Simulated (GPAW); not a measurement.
# PbSe (Clausthalite) (Fm-3m) in GPAW: single point with PBE

Aim: the single point of PbSe (Clausthalite) with PBE.

Everything below comes from runs of GPAW 26.7.0. Logs are shortened: lines on timing, memory, paths and dates and some standing lists are left out, and cuts for length are marked. The log counts tension as positive stress, the text compression.

**The experiment to reproduce.**

A printed reference work, monograph reports, for a bulk crystal of PbSe at 300 K: band gap 0.28 eV (direct).

The runs below are set against these values where they give the same quantity.

### 1 Starting point

Symmetry: Fm-3m, No. 225, cubic system. Conventional cell: a = 6.121 Å, b = 6.121 Å, c = 6.121 Å, α = 90.00°, β = 90.00°, γ = 90.00°. Pb (site symmetry m-3m) is surrounded by 6 Se at 3.06 Å. Se (site symmetry m-3m) is surrounded by 6 Pb at 3.06 Å.

### 2 Single point, PBE

Contents of run.py:

```python
from ase import Atoms
from ase.dft.bandgap import bandgap
from ase.io import write
from ase.units import GPa
from gpaw import GPAW, PW

atoms = Atoms(['Pb', 'Se'],
              cell=[[0.0, 3.06065, 3.06065],
                    [3.06065, 0.0, 3.06065],
                    [3.06065, 3.06065, 0.0]],
              scaled_positions=[[0.0, 0.0, 0.0],
                                [0.5, 0.5, 0.5]],
              pbc=True)

calc = GPAW(mode=PW(500),
            xc='PBE',
            kpts={'size': (6, 6, 6), 'gamma': True},
            occupations={'name': 'fermi-dirac', 'width': 0.05},
            nbands=19,
            maxiter=120,
            txt='gpaw.txt')
atoms.calc = calc
energy = atoms.get_potential_energy()
forces = atoms.get_forces()
stress = atoms.get_stress()
calc.write('gs.gpw')
write('result.traj', atoms)
print(f'Energy: {energy:.6f} eV')
print('Forces (eV/A):')
print(forces.round(4))
print('Stress (GPa):', (stress / GPa).round(3))
print('Fermi level:', round(calc.get_fermi_level(), 4), 'eV')
print(f'Gap: {bandgap(calc)[0]:.4f} eV, direct: {bandgap(calc, direct=True)[0]:.4f} eV')
```

Potentials or basis: GPAW PAW data sets (gpaw-data 1.2.1), pw.

Command:

```
$ OMP_NUM_THREADS=1 python run.py
```

gpaw.txt:

```text
__  _  _
 | _ |_)|_||  |
 |__||  | ||/\| - 26.7.0

Input parameters:
  mode=PW(ecut=500.0),
  kpts=MonkhorstPack(size=(6, 6, 6), gamma=True),
  maxiter=120,
  nbands=19,
  occupations=Occupations(name='fermi-dirac', width=0.05),
  xc=XC(name='PBE')

Diagonalizing LCAO Hamiltonian
Converting LCAO to pw mode

                Se

       Pb

Atoms  # Å, Bohr magnetons
|   | symbol |        x |        y |        z |    initial magnetic moments |
|---|--------|----------|----------|----------|-----------------------------|
| 0 |     Pb | 0.000000 | 0.000000 | 0.000000 | ( 0.0000,  0.0000,  0.0000) |
| 1 |     Se | 3.060650 | 3.060650 | 3.060650 | ( 0.0000,  0.0000,  0.0000) |

Unit cell  # Å
| periodic |        x |        y |        z |  lengths |    angles |
|----------|----------|----------|----------|----------|-----------|
|      yes | 0.000000 | 3.060650 | 3.060650 | 4.328413 | 60.000000 |
|      yes | 3.060650 | 0.000000 | 3.060650 | 4.328413 | 60.000000 |
|      yes | 3.060650 | 3.060650 | 0.000000 | 4.328413 | 60.000000 |

Number of symmetries: 48
Symmetry operations  # r_c * U_cc + t_c -> r_c
|    | kind |            matrix            |
|----|------|------------------------------|
|  0 |  σ   |  1, 0, 0,  1, 0,-1,  1,-1, 0 |
|  1 |  C2  |  1, 0, 0,  1,-1, 0,  1, 0,-1 |
|  2 |  E   |  1, 0, 0,  0, 1, 0,  0, 0, 1 |
|  3 |  σ   |  1, 0, 0,  0, 0, 1,  0, 1, 0 |
|  4 |  C4  |  1, 0,-1,  1, 0, 0,  1,-1, 0 |
|  5 |  S6  |  1, 0,-1,  1,-1, 0,  1, 0, 0 |
|  6 |  σ   |  1, 0,-1,  0, 1,-1,  0, 0,-1 |
|  7 |  C3  |  1, 0,-1,  0, 0,-1,  0, 1,-1 |
|  8 |  S6  |  1,-1, 0,  1, 0, 0,  1, 0,-1 |
|  9 |  C4  |  1,-1, 0,  1, 0,-1,  1, 0, 0 |
| 10 |  C3  |  1,-1, 0,  0,-1, 1,  0,-1, 0 |
| 11 |  σ   |  1,-1, 0,  0,-1, 0,  0,-1, 1 |
| 12 |  σ   |  0, 1, 0,  1, 0, 0,  0, 0, 1 |
| 13 |  C4  |  0, 1, 0,  0, 1,-1, -1, 1, 0 |
| 14 |  C3  |  0, 1, 0,  0, 0, 1,  1, 0, 0 |
| 15 |  S6  |  0, 1, 0, -1, 1, 0,  0, 1,-1 |
| 16 |  C2  |  0, 1,-1,  1, 0,-1,  0, 0,-1 |
| 17 |  σ   |  0, 1,-1,  0, 1, 0, -1, 1, 0 |
| 18 |  S4  |  0, 1,-1,  0, 0,-1,  1, 0,-1 |
| 19 |  C4  |  0, 1,-1, -1, 1, 0,  0, 1, 0 |
| 20 |  C3  |  0, 0, 1,  1, 0, 0,  0, 1, 0 |
| 21 |  σ   |  0, 0, 1,  0, 1, 0,  1, 0, 0 |
| 22 |  S6  |  0, 0, 1,  0,-1, 1, -1, 0, 1 |
| 23 |  C4  |  0, 0, 1, -1, 0, 1,  0,-1, 1 |
| 24 |  S4  |  0, 0,-1,  1, 0,-1,  0, 1,-1 |
| 25 |  C3  |  0, 0,-1,  0, 1,-1,  1, 0,-1 |
| 26 |  C2  |  0, 0,-1,  0,-1, 0, -1, 0, 0 |
| 27 |  S6  |  0, 0,-1, -1, 0, 0,  0,-1, 0 |
| 28 |  S4  |  0,-1, 1,  1,-1, 0,  0,-1, 0 |
| 29 |  C4  |  0,-1, 1,  0, 0, 1, -1, 0, 1 |
| 30 |  C2  |  0,-1, 1,  0,-1, 0,  1,-1, 0 |
| 31 |  σ   |  0,-1, 1, -1, 0, 1,  0, 0, 1 |
| 32 |  C3  |  0,-1, 0,  1,-1, 0,  0,-1, 1 |
| 33 |  S6  |  0,-1, 0,  0, 0,-1, -1, 0, 0 |
| 34 |  S4  |  0,-1, 0,  0,-1, 1,  1,-1, 0 |
| 35 |  C2  |  0,-1, 0, -1, 0, 0,  0, 0,-1 |
| 36 |  C2  | -1, 1, 0,  0, 1, 0,  0, 1,-1 |
| 37 |  S6  | -1, 1, 0,  0, 1,-1,  0, 1, 0 |
| 38 |  S4  | -1, 1, 0, -1, 0, 1, -1, 0, 0 |
| 39 |  C3  | -1, 1, 0, -1, 0, 0, -1, 0, 1 |
| 40 |  S6  | -1, 0, 1,  0, 0, 1,  0,-1, 1 |
| 41 |  C2  | -1, 0, 1,  0,-1, 1,  0, 0, 1 |
| 42 |  C3  | -1, 0, 1, -1, 1, 0, -1, 0, 0 |
| 43 |  S4  | -1, 0, 1, -1, 0, 0, -1, 1, 0 |
| 44 |  C2  | -1, 0, 0,  0, 0,-1,  0,-1, 0 |
| 45 |  i   | -1, 0, 0,  0,-1, 0,  0, 0,-1 |
| 46 |  σ   | -1, 0, 0, -1, 1, 0, -1, 0, 1 |
| 47 |  C2  | -1, 0, 0, -1, 0, 1, -1, 1, 0 |

BZ-sampling:
  Number of BZ points: 216
  Number of IBZ points: 16

  Monkhorst-Pack size: [6, 6, 6]
  Monkhorst-Pack shift: [0.08333333333333333, 0.08333333333333333, 0.08333333333333333]

K-points  # in reciprocal-cell coordinates
|     |                                coordinates |     weight |
|-----|--------------------------------------------|------------|
|   0 | (  0.00000000,   0.00000000,   0.00000000) | 0.00462963 |
|   1 | (  0.16666667,   0.16666667,   0.00000000) | 0.02777778 |
|   2 | (  0.16666667,   0.16666667,   0.16666667) | 0.03703704 |
|   3 | (  0.33333333,   0.16666667,   0.16666667) | 0.05555556 |
|   4 | (  0.33333333,   0.33333333,  -0.33333333) | 0.05555556 |
|   5 | (  0.33333333,   0.33333333,   0.00000000) | 0.02777778 |
|   6 | (  0.33333333,   0.33333333,   0.16666667) | 0.11111111 |
|   7 | (  0.33333333,   0.33333333,   0.33333333) | 0.03703704 |
|   8 | (  0.50000000,   0.33333333,  -0.33333333) | 0.11111111 |
|   9 | (  0.50000000,   0.33333333,  -0.16666667) | 0.05555556 |
| ... |                                            |            |
|  15 | (  0.50000000,   0.50000000,   0.50000000) | 0.01851852 |

Plane wave coefficients: 1470
Cutoff: 500.0 eV

Spin-components: 1 (collinear spins)
Bands:           19
Projectors:      11
Spin-degeneracy: 2
Datatype:        complex128

Parallelization:
  kpt:    1
  domain: 1
  band:   1

Density:
  Valence electrons: 20.0
  Components: 1
  Grid points: [24 24 24]
  Charge: 0.0  # |e|

Potential:
  Grid points: [24 24 24]

species:
  Pb:
    name:    Lead
    Z:       82.0
    valence: 14
    core:    68
    charge:  0.0  # [|e|]
    compensation charges:
      type: gauss
      rc: 0.38  # [Å]
      lmax: 2
    cutoffs:
      filter: 2.36  # [Å]
      core: 2.43  # [Å]
    projectors
    | kind |    occ | energy [eV] | rcut [Å] |
    |------|--------|-------------|----------|
    |   6s |  2.000 |     -11.969 |    1.259 |
    |   6p |  2.000 |      -3.506 |    1.275 |
    |   5d | 10.000 |     -21.211 |    1.217 |
    |    s |        |      15.243 |    1.259 |
    |    p |        |      23.705 |    1.275 |
    |    d |        |       6.001 |    1.217 |

    Using partial waves for Pb as LCAO basis

  Se:
    name:    Selenium
    Z:       34.0
    valence: 6
    core:    28
    charge:  0.0  # [|e|]
    compensation charges:
      type: gauss
      rc: 0.27  # [Å]
      lmax: 2
    cutoffs:
      filter: 1.77  # [Å]
      core: 2.67  # [Å]
    projectors
    | kind |    occ | energy [eV] | rcut [Å] |
    |------|--------|-------------|----------|
    |   4s |  2.000 |     -17.277 |    0.847 |
    |   4p |  4.000 |      -6.512 |    1.005 |
    |    s |        |       9.935 |    0.847 |
    |    p |        |      20.699 |    1.005 |
    |    d |        |       0.000 |    0.847 |

    Using partial waves for Se as LCAO basis

Reference energy: -633377.995495  # eV

eigensolver:
  PPCG
  Converge bands: occupied
  niter=2

density mixing:
  MSR1-Mixer
  Pratt-step length: 0.05
  Maximum mixing coefficient: 0.75
  Old densities: 10
  SVD Regularization: 0.005
  Good broyden scale: 1.0
  Trust region scale: 1.0
  Backstep threshold: 4.0
  History deletion threshold: 6.0
  Fourier metric: weight=20.0, sigma=0.015

occupation numbers:
  Fermi-Dirac:
    width: 0.0500  # eV

poisson solver:
  ecut: 4000.0  # eV

xc functional:
  name: PBE with 2 nearest neighbor stencil

convergence criteria:
- Maximum [total energy] change in last 3 cyles: 0.0005 eV / valence electron
- Maximum integral of absolute [dens]ity change: 0.0001 electrons / valence electron
- Maximum integral of absolute [eigenst]ate change: 4e-08 eV^2 / valence electron
maximum number of iterations: 120

SCF iterations
|iter     | |      energy | eigst |  dens |
|---------|-|-------------|-------|-------|
|iter:   1| |   -8.646193 | -0.24 |       |
|iter:   2| |   -8.586923 | -2.07 | -1.24 |
|iter:   3| |   -8.394088 | -1.92 | -1.28 |
|iter:   4| |   -8.395660 | -3.80 | -1.90 |
|iter:   5| |   -8.396324c| -4.36 | -2.29 |
|iter:   6| |   -8.396353c| -5.65 | -3.23 |
|iter:   7| |   -8.396356c| -6.79 | -3.77 |
|iter:   8| |   -8.396356c| -7.76c| -4.47c|

Converged in 8 steps
Energy contributions relative to reference atoms: (reference = -633377.995495)

Energy contributions:
  Kinetic:          19.908922
  Coulomb:         -20.038916
  Zero:             -0.068072
  External:          0.000000
  Xc:               -8.197774
  Entropy:          -0.001035
  Spinorbit:         0.000000
  ----------------------------
  Free energy:      -8.396874
  Extrapolated:     -8.396356

dipole moment: (-25.873173, -25.873173, -25.873173)  # |e|*Ang

Fermi level: 6.261
Eigenvalues  # (at kpt = [0.000, 0.000, 0.000])
| band index |      eig [eV] | occ [0-2] |
|------------|---------------|-----------|
|          0 |       -10.722 |     2.000 |
|        ... |               |           |
|          2 |       -10.720 |     2.000 |
|          3 |       -10.720 |     2.000 |
|          4 |       -10.720 |     2.000 |
|          5 |        -7.480 |     2.000 |
|          6 |        -0.129 |     2.000 |
|          7 |         4.213 |     2.000 |
|          8 |         4.213 |     2.000 |
|          9 |         4.213 |     2.000 |
|         10 |        10.792 |     0.000 |
|         11 |        10.792 |     0.000 |
|         12 |        10.792 |     0.000 |
|         13 |        12.628 |     0.000 |
|         14 |        12.628 |     0.000 |
|         15 |        12.628 |     0.000 |
|         16 |        14.305 |     0.000 |
|         17 |        14.529 |     0.000 |
|         18 |        15.111 |     0.000 |

Gap: 0.244 eV
Transition (v -> c):
  (s=0, k=15, n=9, [0.50, 0.50, 0.50]) -> (s=0, k=15, n=10, [0.50, 0.50, 0.50])
No difference between direct/indirect transitions

Forces  # eV/Ang
|        x |       y |       z |
|----------|---------|---------|
|  0.00000 | 0.00000 | 0.00000 |  # Pb   0
| -0.00000 | 0.00000 | 0.00000 |  # Se   1

Stress tensor  # eV/Ang^3
|         x |         y |         z |
|-----------|-----------|-----------|
| -0.012315 |  0.000000 |  0.000000 |
|  0.000000 | -0.012315 |  0.000000 |
|  0.000000 |  0.000000 | -0.012315 |

# Writing to gs.gpw (mode='')
```

Run time: 8.2 s. Hardware: 1 thread of AMD EPYC 7B13 (Zen 3), shared host; peak memory 0.15 GiB.

What came out:

* Free energy: -8.3969 eV
* Pressure: 2.0 GPa
* Band gap on the k mesh: 0.24 eV, direct

Caveat: the cutoff is short for stress and forces, so pressures can be off by a GPa or more; spin-orbit coupling is left out, which as a rule narrows the gap of such compounds by several tenths of an eV.

### 3 Against experiment

Step 2. Measured gap of PbSe: 0.28 eV (direct; 300 K; a printed reference work, monograph). This calculation gives 0.24 eV (-0.04 eV). 2 values of this kind are on record (0.15 to 0.28 eV); this one was drawn at random. Spin-orbit coupling on Pb, Se is left out. The value is that of PBE on a finite k mesh, which can miss the band edges, without temperature or zero-point motion. Semilocal functionals fall short of measured gaps as a rule.
